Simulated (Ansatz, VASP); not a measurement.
**Te2Mo in VASP and in Ansatz**

INCAR

```
ALGO     = Normal         # electronic algorithm
DIPOL    = 0.5 0.5 0.500
EDIFF    = 1E-7           # SCF threshold, eV
ENCUT    = 520            # plane-wave cutoff, eV
GGA      = PE             # functional
IDIPOL   = 3            
ISIF     = 2              # what is computed and relaxed
ISMEAR   = 0              # smearing method
IVDW     = 12             # dispersion correction
LASPH    = T              # aspherical terms in the spheres
LCHARG   = F              # write CHGCAR
LDIPOL   = T            
LREAL    = F              # projectors in reciprocal space
LWAVE    = F              # write WAVECAR
NBANDS   = 20             # bands
NELM     = 60             # most SCF steps
PREC     = Accurate       # precision mode
SIGMA    = 0.02           # smearing width, eV
```

KPOINTS

```
k-points
0
Gamma
  9 9 1
```

File POSCAR:

```
Te2Mo
1.0
    3.7840000000      0.0000000000      0.0000000000
   -1.8920000000      3.2770401279      0.0000000000
    0.0000000000      0.0000000000     33.2698832047
Te Mo
2 1
Direct
    0.3333333333      0.6666666667      0.4415988332
    0.3333333333      0.6666666667      0.5584011668
    0.6666666667      0.3333333333      0.5000000000
```

Input for Ansatz:

```yaml
crystal:
  lattice:
    - [3.784, 0.0, 0.0]
    - [-1.892, 3.2770401279, 0.0]
    - [0.0, 0.0, 33.2698832047]
  atoms:
    - { symbol: Te, position: [0.3333333333, 0.6666666667, 0.4415988332] }
    - { symbol: Mo, position: [0.6666666667, 0.3333333333, 0.5] }
    - { symbol: Te, position: [0.3333333333, 0.6666666667, 0.5584011668] }
  periodic: [true, true, false]
basis:
  ecutwfc: 420
kpoints:
  mp_grid: { grid: [9, 9, 1] }
hamiltonian:
  xc: pbe
  pseudopotentials: { kind: paw, azcp: { folder: soft_1 } }
  dispersion: d3bj
scf:
  occupations: { method: gaussian, width: 0.02 }
output:
  forces: true
  stress: true
  eigenvalues: true
```

Alike in both runs: task single point; functional PBE; dispersion D3(BJ); k mesh 9 × 9 × 1; occupations gaussian, width 0.02 eV; no spin polarisation.

|  | VASP | Ansatz |
| --- | --- | --- |
| version | VASP 6.6.1 | Ansatz 0.2.0 |
| potentials or method | VASP PAW PBE potentials, release 64 (Te, Mo_sv) | scalar-relativistic, plane waves, PAW |
| plane-wave cutoff (eV) | 520 | 420 |
| valence electrons in the cell | 26 | 46 |

|  | VASP | Ansatz | Ansatz less VASP |
| --- | --- | --- | --- |
| gap on the k mesh at the Fermi level (eV) | 0.82 | 0.82 | 0.000 |
| least direct gap on the mesh (eV) | 0.82 | 0.82 | 0.000 |
| rms of the force components (eV/Å) | 1.024 | 1.027 | +0.0029 |

The two sets of potentials don't hold the same shells in valence.

Caveats: spin-orbit coupling is left out, which moves the levels of the heavy elements. Expect the measured gap to be larger: semilocal functionals such as PBE lack the derivative discontinuity.
